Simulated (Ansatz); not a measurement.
# Pb under changes of volume

One of the cells (30.323 Å³/atom); the others are scaled copies at fixed shape and fractional positions:

```
CELL_PARAMETERS angstrom
0.00000 2.47502 2.47502
2.47502 0.00000 2.47502
2.47502 2.47502 0.00000
ATOMIC_POSITIONS crystal
Pb 0.00000 0.00000 0.00000
```

- Program: Ansatz 0.2.0
- Functional: r2SCAN
- Potentials or basis: Ansatz PAW
- Cutoff: 500 eV (not typed: the program's choice for these potentials)
- k mesh: 9 × 9 × 9
- Occupations: fermi-dirac, width 0.05 eV
- Spin: no spin polarisation

| volume (Å³/atom) | energy over the lowest point (meV/atom) | pressure (GPa) |
| --- | --- | --- |
| 28.503 | ? | ? |
| 29.110 | 19.44 | 3.4 |
| 29.716 | 8.69 | 2.2 |
| 30.323 | 2.36 | 1.1 |
| 30.929 | 0.00 | 0.2 |
| 31.535 | 1.10 | -0.7 |
| 32.142 | 5.18 | -1.4 |

Question: What does the run at 28.503 Å³/atom give?

Answer: Energy over the lowest point 35.12 meV/atom; pressure 4.8 GPa.

Worked out: A Birch-Murnaghan fit of order 3 (a polynomial in V^(-2/3)) to the other rows has its minimum at 31.03 Å³/atom with B0 = V·E''(V) = 46 GPa and B' = 5.8. It gives 35.35 meV/atom at 28.503 Å³/atom, against the run's 35.12, and -dE/dV = 4.9 GPa, against 4.8.

Energies are extrapolated to zero smearing.

Caveats: the PAW data sets come from PBE, with cores solved anew for the run's functional, which leaves a small shift of forces and pressure.
